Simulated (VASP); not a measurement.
Here is a VASP 6.6.1 calculation.

INCAR

```
PREC = Accurate ; ENCUT = 600
EDIFF = 1E-6 ; ISMEAR = -1
SIGMA = 0.1 ; LREAL = F
LASPH = T ; NELM = 80
ALGO = Normal ; ISIF = 3
LWAVE = F ; LCHARG = F
GGA = RE ; IBRION = 2
NSW = 80 ; EDIFFG = -0.01
```

KPOINTS

```
Automatic mesh
0
Gamma
  5 5 5
```

POSCAR

```
Li
1.0
    5.5706665117      0.0000000000      0.0000000000
    0.0000000000      5.5706665117      0.0000000000
    0.0000000000      0.0000000000      5.5706665117
Li
8
Direct
    0.0000000000      0.0000000000      0.0000000000
    0.5000000000      0.5000000000      0.5000000000
    0.2500000000      0.0000000000      0.5000000000
    0.7500000000      0.0000000000      0.5000000000
    0.5000000000      0.2500000000      0.0000000000
    0.5000000000      0.7500000000      0.0000000000
    0.0000000000      0.5000000000      0.2500000000
    0.0000000000      0.5000000000      0.7500000000
```

Potentials or basis: VASP PAW PBE potentials, release 64 (Li_sv).

Run with:

```bash
$ cat potpaw_PBE.64/Li_sv/POTCAR > POTCAR
$ mpirun -np 1 vasp_std > vasp.out
```

Problem. What does it give for the relaxed cell?

Solution. a = 5.516 Å, b = 5.516 Å, c = 5.516 Å, α = 90.00°, β = 90.00°, γ = 90.00°.

Problem. What does it give for the relaxed volume?

Solution. 20.98 Å³/atom.

Final structure:
```xyz
8
Lattice="5.5159 0.0000 0.0000 0.0000 5.5159 0.0000 0.0000 0.0000 5.5159" Properties=species:S:1:pos:R:3 pbc="T T T"
Li    0.0000    0.0000    5.5159
Li    2.7579    2.7579    2.7579
Li    1.3790    5.5159    2.7579
Li    4.1369    0.0000    2.7579
Li    2.7579    1.3790    0.0000
Li    2.7579    4.1369    0.0000
Li    0.0000    2.7579    1.3790
Li    0.0000    2.7579    4.1369
```

Caveat: the cutoff is under 1.25 times the usual one of these potentials, so pressure, stress and relaxed cells hold a basis-set (Pulay) error; the PAW data sets were made with another functional, which shifts forces and pressure a little.
